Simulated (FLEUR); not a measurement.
# PbO2 (Fm-3m) in FLEUR: a series of runs

Runs on PbO2. Level: SCAN. Tasks: equation of state.

Everything below comes from runs of FLEUR MaX-R8.1 (later development tree). Logs are shortened: lines on timing, memory, paths and dates and some standing lists are left out, and cuts for length are marked.

### 1 The undisturbed crystal

It takes space group Fm-3m (No. 225, cubic). Conventional cell: a = 5.404 Å, b = 5.404 Å, c = 5.404 Å, α = 90.00°, β = 90.00°, γ = 90.00°. Pb (site symmetry m-3m) is surrounded by 8 O at 2.34 Å. O (site symmetry -43m) is surrounded by 4 Pb at 2.34 Å.

The cell comes from a database or a generator and needn't be the stable form of this composition.

### 2 Equation of state, SCAN, 13.68 Å³/atom (volume scaled by 1.04)

inp.xml reads:

```xml
<?xml version="1.0" encoding="UTF-8" standalone="no"?>
<fleurInput fleurInputVersion="0.39">
   <comment>
      PbO2                                                                                                
   </comment>
   <calculationSetup>
      <cutoffs Kmax="4.62" Gmax="14.3" GmaxXC="14.3" numbands="0"/>
      <scfLoop itmax="80" minDistance="0.0001" maxIterBroyd="30" imix="Anderson" alpha="0.05" precondParam="0.0" spinf="2.0" sdNocoIR="T"/>
      <coreElectrons ctail="F" frcor="F" kcrel="0" coretail_lmax="0"/>
      <xcFunctional name="LibXC" relativisticCorrections="F">
         <LibXCName exchange="mgga_x_scan" correlation="mgga_c_scan"/>
         <AuxGGA exchange="117" correlation="130"/>
      </xcFunctional>
      <magnetism jspins="1"/>
      <soc l_soc="F" theta="0.0" phi="0.0" spav="F"/>
      <expertModes spex="0" secvar="F"/>
      <geometryOptimization l_f="F" forcealpha="1.0" forcemix="BFGS" epsdisp="0.00001" epsforce="0.00001"/>
      <ldaU l_linMix="F" mixParam="0.05" spinf="1.0"/>
   </calculationSetup>
   <cell>
      <bzIntegration valenceElectrons="32.0" mode="hist" fermiSmearingEnergy="0.00183747">
         <kPointListSelection listName="default-1"/>
         <!-- k-points included here -->
         <xi:include xmlns:xi="http://www.w3.org/2001/XInclude" href="kpts.xml"> </xi:include>
      </bzIntegration>
      <!-- symmetry operations included here -->
      <xi:include xmlns:xi="http://www.w3.org/2001/XInclude" href="sym.xml"> </xi:include>
      <bulkLattice scale="1.0131594038">
         <bravaisMatrix>
            <row-1>    0.0000000000000000     5.1060248708602032     5.1060248708602032</row-1>
            <row-2>    5.1060248708602032     0.0000000000000000     5.1060248708602032</row-2>
            <row-3>    5.1060248708602032     5.1060248708602032     0.0000000000000000</row-3>
         </bravaisMatrix>
      </bulkLattice>
   </cell>
   <atomSpecies>
      <species name="Lead (Pb)" element="Pb" atomicNumber="82">
         <mtSphere radius="2.41" gridPoints="819" logIncrement="0.016"/>
         <atomicCutoffs lmax="10" lnonsphr="10"/>
         <electronConfig flipSpins="F">
            <coreConfig>(1s1/2) (2s1/2) (2p1/2) (2p3/2) (3s1/2) (3p1/2) (3p3/2) (4s1/2) (3d3/2) (3d5/2) (4p1/2) (4p3/2) (4d3/2) (4d5/2) (4f5/2) (4f7/2) (5s1/2)</coreConfig>
            <valenceConfig>(5p1/2) (5p3/2) (6s1/2) (5d3/2) (5d5/2) (6p1/2) (6p3/2)</valenceConfig>
            <stateOccupation state="(6p1/2)" spinUp="0.333333" spinDown="0.333333"/>
            <stateOccupation state="(6p3/2)" spinUp="0.666667" spinDown="0.666667"/>
         </electronConfig>
         <energyParameters s="6" p="6" d="5" f="5"/>
         <lo type="SCLO" l="1" n="5" eDeriv="0"/>
         <lo type="SCLO" l="1" n="5" eDeriv="1"/>
         <lo type="SCLO" l="0" n="6" eDeriv="2"/>
         <lo type="SCLO" l="2" n="5" eDeriv="2"/>
         <lo type="SCLO" l="3" n="5" eDeriv="2"/>
      </species>
      <species name="Oxygen (O)" element="O" atomicNumber="8">
         <mtSphere radius="1.56" gridPoints="533" logIncrement="0.02"/>
         <atomicCutoffs lmax="8" lnonsphr="8"/>
         <electronConfig flipSpins="F">
            <coreConfig>(1s1/2)</coreConfig>
            <valenceConfig>(2s1/2) (2p1/2) (2p3/2)</valenceConfig>
            <stateOccupation state="(2p1/2)" spinUp="0.666667" spinDown="0.666667"/>
            <stateOccupation state="(2p3/2)" spinUp="1.333333" spinDown="1.333333"/>
         </electronConfig>
         <energyParameters s="2" p="2" d="3" f="4"/>
         <lo type="SCLO" l="0" n="2" eDeriv="2"/>
         <lo type="SCLO" l="1" n="2" eDeriv="2"/>
         <lo type="SCLO" l="2" n="3" eDeriv="2"/>
      </species>
   </atomSpecies>
   <atomGroups>
      <atomGroup species="Lead (Pb)">
         <relPos label="                   1">.0000000000 .0000000000 .0000000000</relPos>
         <force calculate="T" relaxXYZ="TTT"/>
      </atomGroup>
      <atomGroup species="Oxygen (O)">
         <relPos label="                   2">-1.000/4.000 -1.000/4.000 -1.000/4.000</relPos>
         <relPos label="                   3">1.000/4.000 1.000/4.000 1.000/4.000</relPos>
         <force calculate="T" relaxXYZ="TTT"/>
      </atomGroup>
   </atomGroups>
   <output dos="F" band="F" slice="F">
      <checks vchk="F" cdinf="F"/>
      <bandDOS minEnergy="-.5*Htr" maxEnergy="0.5*Htr" sigma="0.015" storeEVData="T"/>
      <vacuumDOS vacdos="F" integ="F" star="F" nstars="0" locx1="0.0" locy1="0.0" locx2="0.0" locy2="0.0" nstm="0" tworkf="0.0"/>
      <unfoldingBand unfoldBand="F" supercellX="1" supercellY="1" supercellZ="1"/>
      <plotting iplot="0" polar="F">
         <plot TwoD="T" vec1="  1.0  0.0  0.0" vec2="  0.0  1.0  0.0" vec3="  0.0  0.0  1.0" zero="  0.0  0.0  0.0" file="plot"/>
      </plotting>
      <chargeDensitySlicing numkpt="0" minEigenval="0.0" maxEigenval="0.0" nnne="0" pallst="F"/>
      <specialOutput eonly="F"/>
      <moessbauerParams electricFieldGradient="T" isomerShift="T" coreHyperfine="T" valenceHyperfine="T"/>
      <magneticCircularDichroism mcd="F" energyLo="-10.0" energyUp="0.0"/>
   </output>
  <!-- We include the file relax.xml here to enable relaxations (see documentation) -->
  <xi:include xmlns:xi="http://www.w3.org/2001/XInclude" href="relax.xml"> <xi:fallback/> </xi:include>
</fleurInput>
```

Potentials or basis: all-electron, FLAPW.

The run is started by

```console
> inpgen -f crystal.txt -profile fastHighL
> # inp.xml edited to the form shown
> fleur_MPI
```

The program printed:

```text
Welcome to FLEUR        (www.flapw.de)
      MaX-Release 8.1          (www.max-centre.eu)
 func_ids         267         263         267         263
 MetaGGA potential functional detected - V_tau will be computed
 Auxiliary Potential for radial basis: exchange=         117  correlation=         130
The functional 'SCAN exchange of Sun, Ruzsinszky, and Perdew' is an exchange functional, it belongs to the 'MGGA' family and is defined in the reference(s):
[1] J. Sun, A. Ruzsinszky, and J. P. Perdew.,  Phys. Rev. Lett. 115, 036402 (2015)
The functional 'SCAN correlation of Sun, Ruzsinszky, and Perdew' is a correlation functional, it belongs to the 'MGGA' family and is defined in the reference(s):
[1] J. Sun, A. Ruzsinszky, and J. P. Perdew.,  Phys. Rev. Lett. 115, 036402 (2015)
 Using same functional for VXC and EXC

 ========== k-point set info ==========
 Selected k-point list: default-1
 k-point list type: mesh
 9 x 9 x 9
 Number of k points: 35

 ------------Calculation Setup---------------------------
 Number of MPI-tasks      :            1
 Number of PE/node        :            1
 Number of OMP-threads    :            1
 Most efficient MPI parallelization for:
           1           5           7          35
 Additional eigenvalue parallelization possible
 Number of basis functions:          584
 Approximate size of matrices (H+S) per k-point:         0.005 GB
 --------------------------------------------------------
The functional 'Hammer, Hansen, and Norskov' is an exchange functional, it belongs to the 'GGA' family and is defined in the reference(s):
[1] B. Hammer, L. B. Hansen, and J. K. Nørskov.,  Phys. Rev. B 59, 7413 (1999)
The functional 'Perdew, Burke & Ernzerhof' is a correlation functional, it belongs to the 'GGA' family and is defined in the reference(s):
[1] J. P. Perdew, K. Burke, and M. Ernzerhof.,  Phys. Rev. Lett. 77, 3865 (1996)
[2] J. P. Perdew, K. Burke, and M. Ernzerhof.,  Phys. Rev. Lett. 78, 1396 (1997)
 Using same functional for VXC and EXC
 Using auxiliary GGA potential for the first iteration of MetaGGA calculation.
 Reset of history
 Reset of history
 Iteration:     1   Distance:      50.41800647 me/bohr^3
The functional 'Hammer, Hansen, and Norskov' is an exchange functional, it belongs to the 'GGA' family and is defined in the reference(s):
[1] B. Hammer, L. B. Hansen, and J. K. Nørskov.,  Phys. Rev. B 59, 7413 (1999)
The functional 'Perdew, Burke & Ernzerhof' is a correlation functional, it belongs to the 'GGA' family and is defined in the reference(s):
[1] J. P. Perdew, K. Burke, and M. Ernzerhof.,  Phys. Rev. Lett. 77, 3865 (1996)
[2] J. P. Perdew, K. Burke, and M. Ernzerhof.,  Phys. Rev. Lett. 78, 1396 (1997)
 Using same functional for VXC and EXC
 Iteration:     2   Distance:      46.56522280 me/bohr^3
The functional 'Hammer, Hansen, and Norskov' is an exchange functional, it belongs to the 'GGA' family and is defined in the reference(s):
[1] B. Hammer, L. B. Hansen, and J. K. Nørskov.,  Phys. Rev. B 59, 7413 (1999)
The functional 'Perdew, Burke & Ernzerhof' is a correlation functional, it belongs to the 'GGA' family and is defined in the reference(s):
[1] J. P. Perdew, K. Burke, and M. Ernzerhof.,  Phys. Rev. Lett. 77, 3865 (1996)
[2] J. P. Perdew, K. Burke, and M. Ernzerhof.,  Phys. Rev. Lett. 78, 1396 (1997)
 Using same functional for VXC and EXC
 Iteration:     3   Distance:      43.56623182 me/bohr^3
The functional 'Hammer, Hansen, and Norskov' is an exchange functional, it belongs to the 'GGA' family and is defined in the reference(s):
[1] B. Hammer, L. B. Hansen, and J. K. Nørskov.,  Phys. Rev. B 59, 7413 (1999)
The functional 'Perdew, Burke & Ernzerhof' is a correlation functional, it belongs to the 'GGA' family and is defined in the reference(s):
[1] J. P. Perdew, K. Burke, and M. Ernzerhof.,  Phys. Rev. Lett. 77, 3865 (1996)
[2] J. P. Perdew, K. Burke, and M. Ernzerhof.,  Phys. Rev. Lett. 78, 1396 (1997)
 Using same functional for VXC and EXC
 Iteration:     4   Distance:      24.12350543 me/bohr^3
The functional 'Hammer, Hansen, and Norskov' is an exchange functional, it belongs to the 'GGA' family and is defined in the reference(s):
[1] B. Hammer, L. B. Hansen, and J. K. Nørskov.,  Phys. Rev. B 59, 7413 (1999)
The functional 'Perdew, Burke & Ernzerhof' is a correlation functional, it belongs to the 'GGA' family and is defined in the reference(s):
[1] J. P. Perdew, K. Burke, and M. Ernzerhof.,  Phys. Rev. Lett. 77, 3865 (1996)
[2] J. P. Perdew, K. Burke, and M. Ernzerhof.,  Phys. Rev. Lett. 78, 1396 (1997)
 Using same functional for VXC and EXC
 Iteration:     5   Distance:       6.47449952 me/bohr^3
The functional 'Hammer, Hansen, and Norskov' is an exchange functional, it belongs to the 'GGA' family and is defined in the reference(s):
[1] B. Hammer, L. B. Hansen, and J. K. Nørskov.,  Phys. Rev. B 59, 7413 (1999)
The functional 'Perdew, Burke & Ernzerhof' is a correlation functional, it belongs to the 'GGA' family and is defined in the reference(s):
[1] J. P. Perdew, K. Burke, and M. Ernzerhof.,  Phys. Rev. Lett. 77, 3865 (1996)
[2] J. P. Perdew, K. Burke, and M. Ernzerhof.,  Phys. Rev. Lett. 78, 1396 (1997)
 Using same functional for VXC and EXC
 Iteration:     6   Distance:       2.03040037 me/bohr^3
The functional 'Hammer, Hansen, and Norskov' is an exchange functional, it belongs to the 'GGA' family and is defined in the reference(s):
[1] B. Hammer, L. B. Hansen, and J. K. Nørskov.,  Phys. Rev. B 59, 7413 (1999)
The functional 'Perdew, Burke & Ernzerhof' is a correlation functional, it belongs to the 'GGA' family and is defined in the reference(s):
[1] J. P. Perdew, K. Burke, and M. Ernzerhof.,  Phys. Rev. Lett. 77, 3865 (1996)
[2] J. P. Perdew, K. Burke, and M. Ernzerhof.,  Phys. Rev. Lett. 78, 1396 (1997)
 Using same functional for VXC and EXC
 Iteration:     7   Distance:       1.40664541 me/bohr^3
The functional 'Hammer, Hansen, and Norskov' is an exchange functional, it belongs to the 'GGA' family and is defined in the reference(s):
[1] B. Hammer, L. B. Hansen, and J. K. Nørskov.,  Phys. Rev. B 59, 7413 (1999)
The functional 'Perdew, Burke & Ernzerhof' is a correlation functional, it belongs to the 'GGA' family and is defined in the reference(s):
[1] J. P. Perdew, K. Burke, and M. Ernzerhof.,  Phys. Rev. Lett. 77, 3865 (1996)
[2] J. P. Perdew, K. Burke, and M. Ernzerhof.,  Phys. Rev. Lett. 78, 1396 (1997)
 Using same functional for VXC and EXC
 Iteration:     8   Distance:       0.43229942 me/bohr^3
The functional 'Hammer, Hansen, and Norskov' is an exchange functional, it belongs to the 'GGA' family and is defined in the reference(s):
[1] B. Hammer, L. B. Hansen, and J. K. Nørskov.,  Phys. Rev. B 59, 7413 (1999)
The functional 'Perdew, Burke & Ernzerhof' is a correlation functional, it belongs to the 'GGA' family and is defined in the reference(s):
[1] J. P. Perdew, K. Burke, and M. Ernzerhof.,  Phys. Rev. Lett. 77, 3865 (1996)
[2] J. P. Perdew, K. Burke, and M. Ernzerhof.,  Phys. Rev. Lett. 78, 1396 (1997)
 Using same functional for VXC and EXC
 Iteration:     9   Distance:       0.27004884 me/bohr^3
[... 29 lines left out ...]
[1] B. Hammer, L. B. Hansen, and J. K. Nørskov.,  Phys. Rev. B 59, 7413 (1999)
The functional 'Perdew, Burke & Ernzerhof' is a correlation functional, it belongs to the 'GGA' family and is defined in the reference(s):
[1] J. P. Perdew, K. Burke, and M. Ernzerhof.,  Phys. Rev. Lett. 77, 3865 (1996)
[2] J. P. Perdew, K. Burke, and M. Ernzerhof.,  Phys. Rev. Lett. 78, 1396 (1997)
 Using same functional for VXC and EXC
 Iteration:    14   Distance:       0.00814004 me/bohr^3
The functional 'Hammer, Hansen, and Norskov' is an exchange functional, it belongs to the 'GGA' family and is defined in the reference(s):
[1] B. Hammer, L. B. Hansen, and J. K. Nørskov.,  Phys. Rev. B 59, 7413 (1999)
The functional 'Perdew, Burke & Ernzerhof' is a correlation functional, it belongs to the 'GGA' family and is defined in the reference(s):
[1] J. P. Perdew, K. Burke, and M. Ernzerhof.,  Phys. Rev. Lett. 77, 3865 (1996)
[2] J. P. Perdew, K. Burke, and M. Ernzerhof.,  Phys. Rev. Lett. 78, 1396 (1997)
 Using same functional for VXC and EXC
 Iteration:    15   Distance:       0.01007019 me/bohr^3
The functional 'Hammer, Hansen, and Norskov' is an exchange functional, it belongs to the 'GGA' family and is defined in the reference(s):
[1] B. Hammer, L. B. Hansen, and J. K. Nørskov.,  Phys. Rev. B 59, 7413 (1999)
The functional 'Perdew, Burke & Ernzerhof' is a correlation functional, it belongs to the 'GGA' family and is defined in the reference(s):
[1] J. P. Perdew, K. Burke, and M. Ernzerhof.,  Phys. Rev. Lett. 77, 3865 (1996)
[2] J. P. Perdew, K. Burke, and M. Ernzerhof.,  Phys. Rev. Lett. 78, 1396 (1997)
 Using same functional for VXC and EXC
 Iteration:    16   Distance:       0.00233356 me/bohr^3
The functional 'Hammer, Hansen, and Norskov' is an exchange functional, it belongs to the 'GGA' family and is defined in the reference(s):
[1] B. Hammer, L. B. Hansen, and J. K. Nørskov.,  Phys. Rev. B 59, 7413 (1999)
The functional 'Perdew, Burke & Ernzerhof' is a correlation functional, it belongs to the 'GGA' family and is defined in the reference(s):
[1] J. P. Perdew, K. Burke, and M. Ernzerhof.,  Phys. Rev. Lett. 77, 3865 (1996)
[2] J. P. Perdew, K. Burke, and M. Ernzerhof.,  Phys. Rev. Lett. 78, 1396 (1997)
 Using same functional for VXC and EXC
 Iteration:    17   Distance:       0.00032110 me/bohr^3
The functional 'Hammer, Hansen, and Norskov' is an exchange functional, it belongs to the 'GGA' family and is defined in the reference(s):
[1] B. Hammer, L. B. Hansen, and J. K. Nørskov.,  Phys. Rev. B 59, 7413 (1999)
The functional 'Perdew, Burke & Ernzerhof' is a correlation functional, it belongs to the 'GGA' family and is defined in the reference(s):
[1] J. P. Perdew, K. Burke, and M. Ernzerhof.,  Phys. Rev. Lett. 77, 3865 (1996)
[2] J. P. Perdew, K. Burke, and M. Ernzerhof.,  Phys. Rev. Lett. 78, 1396 (1997)
 Using same functional for VXC and EXC
 Iteration:    18   Distance:       0.00028084 me/bohr^3
The functional 'Hammer, Hansen, and Norskov' is an exchange functional, it belongs to the 'GGA' family and is defined in the reference(s):
[1] B. Hammer, L. B. Hansen, and J. K. Nørskov.,  Phys. Rev. B 59, 7413 (1999)
The functional 'Perdew, Burke & Ernzerhof' is a correlation functional, it belongs to the 'GGA' family and is defined in the reference(s):
[1] J. P. Perdew, K. Burke, and M. Ernzerhof.,  Phys. Rev. Lett. 77, 3865 (1996)
[2] J. P. Perdew, K. Burke, and M. Ernzerhof.,  Phys. Rev. Lett. 78, 1396 (1997)
 Using same functional for VXC and EXC
 Iteration:    19   Distance:       0.00004916 me/bohr^3

 ********************************************************************
 Run finished successfully
 Stop message:
   all done
 ********************************************************************
```

Run time: 94 s. Hardware: 1 thread of Arm Neoverse V1, shared host; peak memory 0.09 GiB.

What came out:

| Quantity | Value |
| --- | --- |
| Free energy | -573550.5294 eV |
| Band gap on the k mesh | none (metal or under the smearing width) |
| Valence electrons inside the program's atomic spheres | Pb 17.18; O 4.95 (radii Pb 2.41, O 1.56 bohr) |

Caveat: the meta-GGA is that of a development version, with a GGA for the radial functions and cores and without core tails.

### 3 Equation of state, SCAN, 13.94 Å³/atom (volume scaled by 1.06)

inp.xml: that of step 2 with these lines changed.

```diff
@@ -27,3 +27,3 @@
       <xi:include xmlns:xi="http://www.w3.org/2001/XInclude" href="sym.xml"> </xi:include>
-      <bulkLattice scale="1.0131594038">
+      <bulkLattice scale="1.0196128224">
          <bravaisMatrix>
```

Potentials or basis: all-electron, FLAPW.

The run is started by

```console
> inpgen -f crystal.txt -profile fastHighL
> # inp.xml edited to the form shown
> fleur_MPI
```

Wall time 85 s (1 thread of Arm Neoverse V1, shared host); peak memory 0.09 GiB.

Results (log left out):

* Free energy: -573550.4674 eV
* Band gap on the k mesh: none (metal or under the smearing width)
* Valence electrons inside the program's atomic spheres: Pb 17.17; O 4.94 (radii Pb 2.41, O 1.56 bohr)

Caveat: the meta-GGA is that of a development version, with a GGA for the radial functions and cores and without core tails.
